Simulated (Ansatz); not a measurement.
**From barrier to diffusion: H in HfS$_{2}$**

Computed with DFT PBE+D3(BJ), scalar-relativistic, plane waves, PAW in Ansatz 0.2.0. Run with 420 eV cutoff, 3×3×3 k-mesh, Gaussian smearing of 0.02 eV, collinear spin.

Host crystal, relaxed:

```
Hf S
1.0
     3.60586    0.00000    0.00000
    -1.80293    3.12277    0.00000
     0.00000    0.00000    5.77039
Hf S
1 2
Cartesian
  0.0000 0.0000 0.0000
  1.8029 1.0409 4.3140
  0.0000 2.0818 1.4564
```

In a supercell of 12 host sites, interstitial H hops to an equivalent place, moving 2.01 Å. Climbing-image nudged elastic band at fixed cell; the order of the saddle wasn't checked, and the small cell leaves errors of about a tenth of an eV. Zero-point motion and tunnelling, which matter for H, are left out.

With moments and this functional the run may sit in a state above the lowest one. Spin-orbit coupling is left out, which matters for the bands and energies of heavy elements. The starting moments weren't kept.

| image | path (Å) | E − E(0) (eV) |
| --- | --- | --- |
| 0 | 0.00 | 0.000 |
| 1 | 0.35 | 0.002 |
| 2 | 0.70 | 0.020 |
| 3 | 1.04 | 0.100 |
| 4 | 1.39 | 0.020 |
| 5 | 1.74 | 0.002 |
| 6 | 2.09 | 0.000 |

Problem. What are the barriers forward and back, and what attempt frequency does the shape suggest?

Solution. Forward 0.10 eV, back 0.10 eV, the ends being level. For a sinusoidal profile E_b sin²(πx/l), with the H atom alone moving, ν = (1/l)√(E_b/2m) = 1.1×10¹³ s⁻¹, within an order of magnitude of the customary 10¹³ s⁻¹; a true prefactor needs the vibrations at the minimum and at the saddle.

Problem. With ν = 10¹³ s⁻¹, give the forward jump rate along this one path, the wait 1/k for that jump, the diffusivity D ≈ l²k and the distance √(Dt) covered in an hour at 300, 600 and 1000 K, taking the host as solid throughout.

Solution. k = ν exp(−E_b/k_BT):
| T (K) | k (1/s) | wait (s) | D (cm²/s) | √(Dt) in 1 h (nm) |
| --- | --- | --- | --- | --- |
| 300 | 2.1×10¹¹ | 4.8×10⁻¹² | 8.4×10⁻⁵ | 5.5×10⁶ |
| 600 | 1.4×10¹² | 6.9×10⁻¹³ | 5.8×10⁻⁴ | 1.4×10⁷ |
| 1000 | 3.1×10¹² | 3.2×10⁻¹³ | 1.3×10⁻³ | 2.1×10⁷ |

D = l²k holds for six equivalent jumps in three dimensions (z l²k/6) and is a scale otherwise. Long-range transport needs a connected net of such jumps, and traps slow it. D is that of an interstitial already there. An error of 0.1 eV in the barrier changes k by a factor of 48 at 300 K and 3.2 at 1000 K.

Cost: 1 run of about 64 core-minutes, on AMD EPYC 7B13 (Zen 3) (shared hosts).